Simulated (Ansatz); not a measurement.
# HgSe (F-43m) in Ansatz: notebook

The runs below take HgSe through single point, with PBE, PBEsol.

Program: Ansatz 0.2.0. These are calculated values, not measurements. Logs are shortened: lines on timing, memory, paths and dates and some standing lists are left out, and cuts for length are marked.

## Step 1: The crystal as given

The structure is cubic, space group F-43m (No. 216). The conventional cell has a = 6.078 Å, b = 6.078 Å, c = 6.078 Å, α = 90.00°, β = 90.00°, γ = 90.00°. Around Hg (site symmetry -43m) lie 4 Se at 2.63 Å. Se (site symmetry -43m) has 4 Hg at 2.63 Å as nearest neighbours.

## Step 2: Single point, PBE

input.yaml

```yaml
crystal:
  lattice:
    - [0.0, 3.039, 3.039]
    - [3.039, 0.0, 3.039]
    - [3.039, 3.039, 0.0]
  atoms:
    - { symbol: Hg, position: [0.0, 0.0, 0.0] }
    - { symbol: Se, position: [0.75, 0.75, 0.75] }
kpoints:
  mp_grid: { grid: [8, 8, 8] }
scf:
  occupations: { method: gaussian, width: 0.026 }
hamiltonian:
  xc: pbe
  pseudopotentials: { kind: all_electron, lapw: { basis_error: 0.001 } }
output:
  forces: true
  stress: true
  eigenvalues: true
```

Potentials or basis: all-electron LAPW, scalar-relativistic.

Run with:

```console
$ ansatz run input.yaml --threads 1 --pin off --max-ram 3072MiB --backend cpu --events-out ev --progress --plain --runs-dir out
```

The log of the run:

```text
Warning: RAYON_NUM_THREADS=1 ignored (pool sized by the plan → 1); use --threads N
LAPW: plane waves up to 8.540 Å⁻¹, error target 1.0e-3 eV per atom; small_component_spin mean_spin; Se in spheres of 1.257 Å, 24 of its electrons in bands, Dirac shells []; Hg in spheres of 1.375 Å, 44 of its electrons in bands, Dirac shells [] (how accurate: hamiltonian.pseudopotentials.lapw.basis_error, Limitations)
Engine: ansatz 0.2.0, x86_64-unknown-linux-gnu
Pseudopotentials: kind: all_electron
Pseudopotential: Hg, LAPW, valence charge 44, lapw/all_electron/scalar/gaussian/Hg, Koelling and Harmon's equation, gaussian nucleus
Pseudopotential: Se, LAPW, valence charge 24, lapw/all_electron/scalar/gaussian/Se, Koelling and Harmon's equation, gaussian nucleus
Functional definition: PBE
  parameter kappa = 0.804
  parameter beta = 0.06672455060314922
  exchange = pbe_x(kappa = kappa, mu = beta*pi^2/3)
  correlation = pbe_c(beta = beta)
Crystal: 2 atoms, lattice volume = 56.133 Å³
Basis set: ecut = 277.8775817123589 eV, 609 PW (Γ), exchange–correlation at level 2
Bands: 41, of which v1, the nominal top of the filled ones, is band 34 counted from 1 (33 counted from 0)
Symmetry: 24 space group operations
Space group: F-43m (ITA 216), of the structure as read, at distance tolerance 3.8e-5 Å
k-points: 29 of 512 (time reversal used)
Non-local potential: Hg, projectors of the file, none
Non-local potential: Se, projectors of the file, none
Initial density: superposition of atomic densities (chi_scale 0.1, normalization cell, long waves kept (reshape's long-wave potential 0.00 eV rms))
Initial wavefunctions: plane waves of lowest kinetic energy (no species holds an atomic orbital)
Functional: x = pbe(κ = 0.804, μ = 0.2195149727645171), c = pbe(β = 0.06672455060314922)
iter 1 solved again at ethr=1.09e-3 eV; its pass at ethr=1.00e-1 eV (dr2=7.41e-1 eV) is discarded
SCF iter   1: F=—  HF=-599956.183753 eV  |F-HF|=—  |Δ(HF+E_count)|=         —  Δρ=2.58e-2  dr2=7.42e-1  ethr=1.09e-3  ⟨swp⟩=2.0  Hψ=7339  notcnv=0
preconditioner: auto → none  [insulator: Δε(μ)=0.707 eV  Ē_g=13.348 eV  σ=0.026 eV  W_gap=0.67  n_scr=14 (ndim 8)  ℏωp=21.0 eV  f_vac=0.332  D(μ)=0.23/eV (n_scr^D=0)  ε∞_Penn≈3.5]
iter 2 solved again at ethr=4.10e-5 eV; its pass at ethr=1.09e-3 eV (dr2=2.79e-2 eV) is discarded
SCF iter   2: F=—  HF=-599955.919479 eV  |F-HF|=—  |Δ(HF+E_count)|=   2.64e-1  Δρ=6.98e-3  dr2=2.79e-2  ethr=4.10e-5  ⟨swp⟩=2.0  Hψ=6248  notcnv=0
SCF iter   3: F=—  HF=-599955.875372 eV  |F-HF|=—  |Δ(HF+E_count)|=   4.41e-2  Δρ=4.06e-3  dr2=8.14e-3  ethr=4.10e-5  ⟨swp⟩=2.1  Hψ=3656  notcnv=0
SCF iter   4: F=—  HF=-599955.875142 eV  |F-HF|=—  |Δ(HF+E_count)|=         —  Δρ=1.16e-3  dr2=5.79e-4  ethr=1.20e-5  ⟨swp⟩=2.0  Hψ=3525  notcnv=0
the basis was enlarged: its passes take 42.3 KiB over the memory plan, 1 of 1 planned eigensolver slots
SCF iter   5: F=—  HF=-599955.875201 eV  |F-HF|=—  |Δ(HF+E_count)|=   5.90e-5  Δρ=1.55e-4  dr2=7.31e-6  ethr=8.51e-7  ⟨swp⟩=2.0  Hψ=3462  notcnv=0
SCF iter   6: F=—  HF=-599955.875207 eV  |F-HF|=—  |Δ(HF+E_count)|=   6.34e-6  Δρ=3.95e-5  dr2=7.29e-7  ethr=1.07e-8  ⟨swp⟩=3.0  Hψ=3511  notcnv=0
SCF iter   7: F=-599955.875209 eV  HF=-599955.875208 eV  |F-HF|=8.20e-8  |Δ(HF+E_count)|=   1.23e-6  Δρ=8.59e-6  dr2=2.74e-8  ethr=1.07e-9  ⟨swp⟩=3.0  Hψ=3621  notcnv=0
SCF 1 converged in 7 iterations: F = -599955.875209 eV  dr2 = 2.74e-8
SCF converged after 7 iterations
Free energy (F): -599955.875209 eV
Harris-Foulkes:  -599955.875208 eV  (|F-HF|=8.20e-8)
Internal energy: -599955.875130 eV  (E = F + TS)
E sigma→0 (E₀):  -599955.875169 eV
Entropy (-TS):   -0.000078 eV (-0.039 meV/atom)
Fermi energy:    10.479214 eV
--- Per-component energies (eV) ---
  E_band       = -6518.458689
  E_kinetic    = 678426.488580
  E_xc         = -12531.981040
  E_electrostatic = -1265850.382670  (all electrons and nuclei)
  E_smearing   = -0.000078  (= −TS)
  E_closure    = 0.000000  (closes the sum)
  E_atoms      = -599951.844418  (free atoms, spherical and without spin; not in F)
  Σ components = -599955.875209   (vs F -599955.875209, Δ=0.00e0)
  Basis errors (estimates in eV, not in F): energy 4.4e-4 per atom: plane waves 4.0e-4 (2.4e-4 summed), levels above the bands 0.0e0, relativity 5.8e-8, radial functions 3.9e-5, core shells 3.1e-8; eigenvalues (radial functions only) 1.5e-6; not estimated: angular momenta, meshes, grids; target (lapw.basis_error) 1.0e-3; muffin-tin radii Se 1.257 Å, Hg 1.375 Å
--- Forces (eV/Å), atoms counted from 1 ---
  atom   1  Hg     0.00000000    -0.00000000     0.00000000
  atom   2  Se    -0.00000000    -0.00000000     0.00000000
  max |Σ_I F_I| component: 3.70e-17 eV/Å
--- Stress (GPa, compression-positive) ---
        4.724325      -0.000000      -0.000000
       -0.000000       4.724325       0.000000
       -0.000000       0.000000       4.724325
  P = ⅓ Tr σ = 4.7243 GPa (47.243 kbar)
--- Band table (eV; the first three rows and the last of 29) ---
  k-point 0: bands = ["-334.2476", "-334.2476", "-334.2451", "-334.2451", "-334.2451", "-197.3657", "-136.8324", "-136.8324", "-136.8324", "-104.0146", "-81.9469", "-81.9469", "-81.9469", "-81.9455", "-81.9455", "-81.9455", "-81.9439", "-52.4800", "-52.4800", "-52.4800", "-37.0452", "-37.0452", "-37.0452", "-37.0419", "-37.0419", "-3.0062", "3.2912", "3.2912", "3.2912", "4.0388", "4.0388", "9.5424", "10.4713", "10.4713", "10.4713", "15.9693", "15.9693", "15.9693", "18.9917", "21.8347", "21.8347"]
  k-point 1: bands = ["-334.2476", "-334.2476", "-334.2451", "-334.2451", "-334.2451", "-197.3657", "-136.8324", "-136.8324", "-136.8324", "-104.0146", "-81.9469", "-81.9469", "-81.9469", "-81.9455", "-81.9455", "-81.9455", "-81.9439", "-52.4801", "-52.4800", "-52.4800", "-37.0452", "-37.0451", "-37.0451", "-37.0419", "-37.0419", "-2.9393", "3.3200", "3.3219", "3.3219", "4.0365", "4.0365", "8.6264", "10.3119", "10.3119", "11.0909", "15.6295", "16.1865", "16.1865", "19.9759", "20.9378", "20.9378"]
  k-point 2: bands = ["-334.2476", "-334.2476", "-334.2451", "-334.2451", "-334.2451", "-197.3657", "-136.8324", "-136.8324", "-136.8324", "-104.0146", "-81.9469", "-81.9469", "-81.9469", "-81.9455", "-81.9455", "-81.9455", "-81.9439", "-52.4802", "-52.4800", "-52.4800", "-37.0452", "-37.0452", "-37.0452", "-37.0419", "-37.0419", "-2.7728", "3.3900", "3.3900", "3.4637", "4.0419", "4.0419", "7.2199", "9.9558", "9.9558", "11.5488", "15.8366", "16.5737", "16.5737", "20.0280", "20.6320", "20.6320"]
  k-point 28: bands = ["-334.2476", "-334.2476", "-334.2451", "-334.2451", "-334.2451", "-197.3657", "-136.8324", "-136.8324", "-136.8324", "-104.0146", "-81.9469", "-81.9469", "-81.9469", "-81.9455", "-81.9455", "-81.9455", "-81.9439", "-52.4803", "-52.4803", "-52.4802", "-37.0453", "-37.0452", "-37.0452", "-37.0419", "-37.0418", "-2.3641", "3.5854", "3.6911", "3.9581", "3.9840", "4.6600", "5.1698", "7.7217", "8.0469", "14.1013", "15.6069", "16.5678", "17.9402", "20.7005", "22.8501", "22.9598"]
```

Wall time 36 s (1 thread of Intel Xeon at 2.50GHz (Skylake/Cascade Lake), shared host); peak memory 0.34 GiB.

Results:

* Free energy: -599955.8752 eV
* Pressure: 4.7 GPa
* Band gap on the k mesh: none (metal or under the smearing width)

Levels at points of the mesh, in eV from the Fermi level:
| k point | band 30 | band 31 | band 32 | band 33 | band 34 | band 35 | band 36 | band 37 | band 38 | band 39 |
| --- | --- | --- | --- | --- | --- | --- | --- | --- | --- | --- |
| (0.00, 0.00, 0.00) | -6.44 | -6.44 | -0.94 | -0.01 | -0.01 | -0.01 | 5.49 | 5.49 | 5.49 | 8.51 |
| (0.00, 0.00, -0.50) | -6.39 | -6.11 | -5.53 | -0.98 | -0.98 | 1.11 | 6.26 | 6.26 | 6.99 | 9.21 |
| (0.00, -0.50, -0.50) | -6.33 | -6.07 | -5.10 | -2.32 | -2.32 | 2.79 | 2.99 | 8.45 | 9.86 | 9.86 |

The run has no spin-orbit coupling, so splittings on Hg are missing.

## Step 3: Single point, PBEsol

input.yaml, as its differences from that of step 2:

```diff
@@ -11,5 +11,5 @@
 scf:
-  occupations: { method: gaussian, width: 0.026 }
+  occupations: { method: gaussian, width: 0.1 }
 hamiltonian:
-  xc: pbe
+  xc: pbesol
   pseudopotentials: { kind: all_electron, lapw: { basis_error: 0.001 } }
```

Potentials or basis: all-electron LAPW, scalar-relativistic.

Run with:

```console
$ ansatz run input.yaml --threads 1 --pin off --max-ram 3072MiB --backend cpu --events-out ev --progress --plain --runs-dir out
```

The log of the run:

```text
[... 58 lines left out ...]
--- Band table (eV; the first three rows and the last of 29) ---
  k-point 0: bands = ["-334.2310", "-334.2310", "-334.2284", "-334.2284", "-334.2284", "-197.1323", "-136.7965", "-136.7965", "-136.7965", "-104.2035", "-82.1519", "-82.1519", "-82.1519", "-82.1504", "-82.1504", "-82.1504", "-82.1488", "-52.6161", "-52.6161", "-52.6161", "-37.2284", "-37.2284", "-37.2284", "-37.2249", "-37.2249", "-3.1749", "3.1476", "3.1476", "3.1476", "3.9027", "3.9027", "9.3047", "10.3317", "10.3317", "10.3317", "15.7575", "15.7575", "15.7575", "18.6526", "21.6562", "21.6562"]
  k-point 1: bands = ["-334.2310", "-334.2310", "-334.2284", "-334.2284", "-334.2284", "-197.1323", "-136.7965", "-136.7965", "-136.7965", "-104.2035", "-82.1519", "-82.1519", "-82.1519", "-82.1504", "-82.1504", "-82.1504", "-82.1488", "-52.6161", "-52.6161", "-52.6161", "-37.2284", "-37.2284", "-37.2284", "-37.2249", "-37.2249", "-3.1072", "3.1741", "3.1785", "3.1785", "3.9002", "3.9002", "8.4320", "10.1703", "10.1703", "10.9048", "15.3911", "15.9767", "15.9767", "19.6596", "20.7107", "20.7107"]
  k-point 2: bands = ["-334.2310", "-334.2310", "-334.2284", "-334.2284", "-334.2284", "-197.1323", "-136.7965", "-136.7965", "-136.7965", "-104.2035", "-82.1519", "-82.1519", "-82.1519", "-82.1504", "-82.1504", "-82.1504", "-82.1488", "-52.6163", "-52.6161", "-52.6161", "-37.2285", "-37.2284", "-37.2284", "-37.2249", "-37.2249", "-2.9385", "3.2471", "3.2471", "3.3126", "3.9053", "3.9053", "7.0405", "9.8105", "9.8105", "11.3375", "15.5855", "16.3652", "16.3652", "19.7010", "20.4031", "20.4031"]
  k-point 28: bands = ["-334.2310", "-334.2310", "-334.2284", "-334.2284", "-334.2284", "-197.1323", "-136.7965", "-136.7965", "-136.7965", "-104.2035", "-82.1519", "-82.1519", "-82.1519", "-82.1504", "-82.1504", "-82.1504", "-82.1488", "-52.6164", "-52.6163", "-52.6162", "-37.2286", "-37.2284", "-37.2284", "-37.2249", "-37.2249", "-2.5238", "3.4402", "3.5497", "3.8153", "3.8456", "4.5247", "4.9879", "7.5414", "7.8777", "13.9318", "15.3597", "16.3247", "17.6512", "20.4822", "22.5753", "22.7682"]
```

Run time: 27 s. Hardware: 1 thread of Intel Xeon at 2.50GHz (Skylake/Cascade Lake), shared host; peak memory 0.34 GiB.

What came out:

```yaml
Free_energy: -599765.6426 eV
Pressure: 1.5 GPa
Band_gap_on_the_k_mesh: none (metal or under the smearing width)
```

The run has no spin-orbit coupling, so splittings on Hg are missing.
